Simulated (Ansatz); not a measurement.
The cell comes from COD entry 1534907, which wasn't checked; take it as a given geometry.

An input for Mo: DFT, PBE, all-electron LAPW, scalar-relativistic (Ansatz 0.2.0).

```yaml
crystal:
  lattice:
    - [0.0, 2.015, 2.015]
    - [2.015, 0.0, 2.015]
    - [2.015, 2.015, 0.0]
  atoms:
    - { symbol: Mo, position: [0.0, 0.0, 0.0] }
kpoints:
  mp_grid: { grid: [17, 17, 17] }
  band_path:
    path:
      - [0.0, 0.0, 0.0]
      - [0.5, 0.0, 0.5]
      - [0.625, 0.25, 0.625]
      - [0.375, 0.375, 0.75]
      - [0.0, 0.0, 0.0]
      - [0.5, 0.5, 0.5]
      - [0.5, 0.25, 0.75]
      - [0.5, 0.0, 0.5]
    npoints: 8
scf:
  occupations: { method: fermi_dirac, width: 0.08 }
hamiltonian:
  xc: pbe
  pseudopotentials: { kind: all_electron, lapw: { basis_error: 0.00025 } }
output:
  forces: true
  stress: true
  eigenvalues: true
  populations: true
  dos: { projected: true, de: 0.2, e_range: [-14, 8] }
```

Set-up and iterations as logged by Ansatz (the results part is left out, to be predicted):

```
Mo: projections on atomic orbitals take those of the free atom 1s2 2s2 2p6 3s2 3p6 3d10 4s2 4p6 4d5 5s1, of charge +0.00 (hamiltonian.pseudopotentials.projection_atoms)
LAPW: plane waves up to 8.326 Å⁻¹, error target 2.5e-4 eV per atom; small_component_spin mean_spin; Mo in spheres of 1.425 Å, 30 of its electrons in bands, Dirac shells []
Engine: ansatz 0.2.0
Pseudopotentials: kind: all_electron
Pseudopotential: Mo, LAPW, valence charge 30, Koelling and Harmon's equation, gaussian nucleus
Functional definition: PBE
  parameter kappa = 0.804
  parameter beta = 0.06672455060314922
  exchange = pbe_x(kappa = kappa, mu = beta*pi^2/3)
  correlation = pbe_c(beta = beta)
Crystal: 1 atoms, lattice volume = 16.363 Å³
Basis set: ecut = 264.1141623370272 eV, 169 PW (Γ), exchange–correlation at level 2
Bands: 19, of which v1, the nominal top of the filled ones, is band 15 counted from 1 (14 counted from 0)
Symmetry: 48 space group operations
Space group: Fm-3m (ITA 225), of the structure as read, at distance tolerance 2.5e-5 Å
k-points: 165 of 4913
Non-local potential: Mo, projectors of the file, none
Initial density: superposition of atomic densities (chi_scale 0.1, normalization cell)
Initial wavefunctions: plane waves of lowest kinetic energy (no species holds an atomic orbital)
Functional: x = pbe(κ = 0.804, μ = 0.2195149727645171), c = pbe(β = 0.06672455060314922)
iter 1 solved again at ethr=5.85e-4 eV; its pass at ethr=1.00e-1 eV (dr2=1.75e-1 eV) is discarded
SCF iter   1: F=—  HF=-110178.013946 eV  |F-HF|=—  |Δ(HF+E_count)|=         —  Δρ=4.43e-2  dr2=1.76e-1  ethr=5.85e-4  ⟨swp⟩=2.6  Hψ=19370  notcnv=0
SCF iter   2: F=—  HF=-110177.444327 eV  |F-HF|=—  |Δ(HF+E_count)|=   5.70e-1  Δρ=1.69e-2  dr2=3.14e-2  ethr=5.85e-4  ⟨swp⟩=2.2  Hψ=9749  notcnv=0
SCF iter   3: F=—  HF=-110177.431729 eV  |F-HF|=—  |Δ(HF+E_count)|=         —  Δρ=7.33e-3  dr2=6.11e-3  ethr=1.05e-4  ⟨swp⟩=2.0  Hψ=9095  notcnv=0
the basis was enlarged: its passes take 956.5 KiB over the memory plan, 1 of 1 planned eigensolver slots
iter 4 solved again at ethr=1.99e-7 eV; its pass at ethr=2.04e-5 eV (dr2=5.98e-5 eV) is discarded
SCF iter   4: F=—  HF=-110177.431144 eV  |F-HF|=—  |Δ(HF+E_count)|=   5.86e-4  Δρ=6.80e-4  dr2=5.96e-5  ethr=1.99e-7  ⟨swp⟩=2.0  Hψ=15480  notcnv=0
SCF iter   5: F=—  HF=-110177.431142 eV  |F-HF|=—  |Δ(HF+E_count)|=   1.91e-6  Δρ=4.85e-5  dr2=3.07e-7  ethr=1.99e-7  ⟨swp⟩=2.0  Hψ=9143  notcnv=0
SCF iter   6: F=-110177.431142 eV  HF=-110177.431142 eV  |F-HF|=9.75e-10  |Δ(HF+E_count)|=   2.32e-7  Δρ=1.94e-6  dr2=3.22e-10  ethr=1.02e-9  ⟨swp⟩=3.0  Hψ=9413  notcnv=0
```

What pressure will this run report?

-4.59 GPa (positive in compression).

Is there a band gap?

none: bands cross the Fermi level, a metal.
